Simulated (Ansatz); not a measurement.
**WS₂ (P-3m1), random displacements**

The calculation used Ansatz 0.2.0, DFT r2SCAN, scalar-relativistic, plane waves, PAW. The runs took a 500 eV cutoff, a Γ-centred 12×12×2 mesh and Gaussian smearing (0.05 eV). Spin–orbit coupling is left out, which can shift energies with elements as heavy as these. No spin polarisation. Energies are free energies at this smearing, counted from the undisturbed cell; pressure is positive in compression.

The starting cell (as given, not relaxed at this level; this form isn't the usual structure):

```yaml
crystal:
  lattice:
    - [3.18321, 0.00000, 0.00000]
    - [-1.59160, 2.75674, 0.00000]
    - [0.00000, 0.00000, 23.66876]
  atoms:
    - { symbol: W, position: [0.33333, 0.66667, 0.63732] }
    - { symbol: W, position: [0.66667, 0.33333, 0.36268] }
    - { symbol: S, position: [0.33333, 0.66667, 0.29682] }
    - { symbol: S, position: [0.66667, 0.33333, 0.57144] }
    - { symbol: S, position: [0.33333, 0.66667, 0.42856] }
    - { symbol: S, position: [0.66667, 0.33333, 0.70318] }
```

The cell holds layers and no dispersion correction was added, so their binding is poorly described.

After a displacement of all atoms with no net shift and a strain of the cell, the run gives ΔE = 862.7 meV/atom; stress (xx, yy, zz, yz, xz, xy; compression positive) (15.86, 25.96, 30.38, -6.48, -10.53, 1.15) GPa.

```
atom Fx (eV/Å) Fy Fz
  W1      5.883  -3.347  -6.044
  W2     -1.189  -0.347  -7.112
  S3      2.876   1.595  -3.370
  S4     -0.508   3.082  -3.794
  S5     -1.712  -1.240  10.478
  S6     -5.350   0.257   9.841
```

Q: Which displacements (Å, in the unstrained cell) and strain were applied?

A:
```
atom ux uy uz
  W1  -0.14   0.04   0.08
  W2   0.10   0.08   0.11
  S3  -0.15   0.02   0.08
  S4  -0.14  -0.07   0.07
  S5   0.15   0.02  -0.19
  S6   0.19  -0.08  -0.15
```
Strain (Voigt, engineering shear): (0.0064, -0.0519, -0.0461, 0.0383, -0.0158, 0.0536).

Cost: 1 run of about 6 core-minutes, on Intel Xeon Processor @ 2.50GHz (Skylake/Cascade Lake) (shared hosts).